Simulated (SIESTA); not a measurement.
SiC (Moissanite):

```
Si C
1.0
     3.07600    0.00000    0.00000
    -1.53800    2.66389    0.00000
     0.00000    0.00000    5.04800
Si C
2 2
Direct
  0.66667 0.33333 0.50000
  0.33333 0.66667 0.00000
  0.66667 0.33333 0.88500
  0.33333 0.66667 0.38500
```

Base run:

```yaml
Program: SIESTA 5.4.2
Functional: vdW-DF-C09
Potentials_or_basis: PseudoDojo 0.4 standard (PBE files)
Basis: DZP (energy shift 0.003 Ry)
Grid_cutoff: 500 Ry
Energy_shift: 0.003 Ry
k_mesh: 10 × 10 × 5
Occupations: fermi-dirac, width 0.05 eV
Spin: no spin polarisation
```

Its results: band gap on the k mesh 2.36 eV, indirect (least direct gap 4.03 eV); pressure 5.3 GPa; largest force 0.849 eV/Å.

Problem. After a change of settings the same cell gave: band gap on the k mesh 2.44 eV, indirect (least direct gap 4.08 eV); pressure 6.7 GPa; largest force 0.839 eV/Å. Which change was it?
A. functional from vdW-DF-C09 to vdW-DF-cx
B. functional from vdW-DF-C09 to optB88-vdW
C. functional from vdW-DF-C09 to vdW-DF2
D. functional from vdW-DF-C09 to PBE

Solution. D.

Caveats: an odd mesh through Γ misses points on the zone boundary, where band edges often lie; the basis of atomic orbitals isn't converged, which shifts pressures, moduli and gaps; the potentials were made for another functional, which shifts forces and pressure (some runs).
